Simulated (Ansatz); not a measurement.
Crystal: Br.

```
CELL_PARAMETERS angstrom
3.36325 -2.32255 0.00000
3.36325 2.32255 0.00000
0.00000 0.00000 8.70230
ATOMIC_POSITIONS crystal
Br 0.36510 0.63490 0.39010
Br 0.13490 0.86510 0.89010
Br 0.63490 0.36510 0.60990
Br 0.86510 0.13490 0.10990
```

* Program: Ansatz 0.2.0
* Task: single point
* Functional: PBEsol
* Potentials or basis: all-electron LAPW, scalar-relativistic
* Cutoff: 348 eV (chosen from the basis error)
* Basis error allowed: 0.001 eV/atom
* k mesh: 7 × 7 × 3
* Occupations: fermi-dirac, width 0.05 eV
* Spin: no spin polarisation

On this cell: pressure 0.1 GPa; largest force 0.722 eV/Å; band gap on the k mesh 1.85 eV, indirect (least direct gap 1.86 eV).

The same run follows on a disturbed copy (atoms moved at random, drawn with an rms of 0.05 Å):

```
CELL_PARAMETERS angstrom
3.36325 -2.32255 0.00000
3.36325 2.32255 0.00000
0.00000 0.00000 8.70230
ATOMIC_POSITIONS crystal
Br 0.36210 0.64457 0.38555
Br 0.13829 0.86548 0.88671
Br 0.62662 0.35413 0.61351
Br 0.86227 0.12977 0.10185
```

Problem. What changes?

Solution. The energy moves by +4.9 meV/atom; pressure -0.3 GPa; largest force 1.253 eV/Å; band gap on the k mesh 1.66 eV, indirect (least direct gap 1.72 eV).

Forces on the atoms (eV/Å):
```
Br  -0.061 -0.166  0.134
Br  -0.025 -0.574 -1.091
Br   0.070  0.173 -0.161
Br   0.015  0.567  1.117
```

Stress tensor (GPa, compression positive):
```
 0.07 -0.05  0.00
-0.05 -0.95  1.93
 0.00  1.93 -0.17
```

Caveats: an odd mesh through Γ misses points on the zone boundary, where band edges often lie.
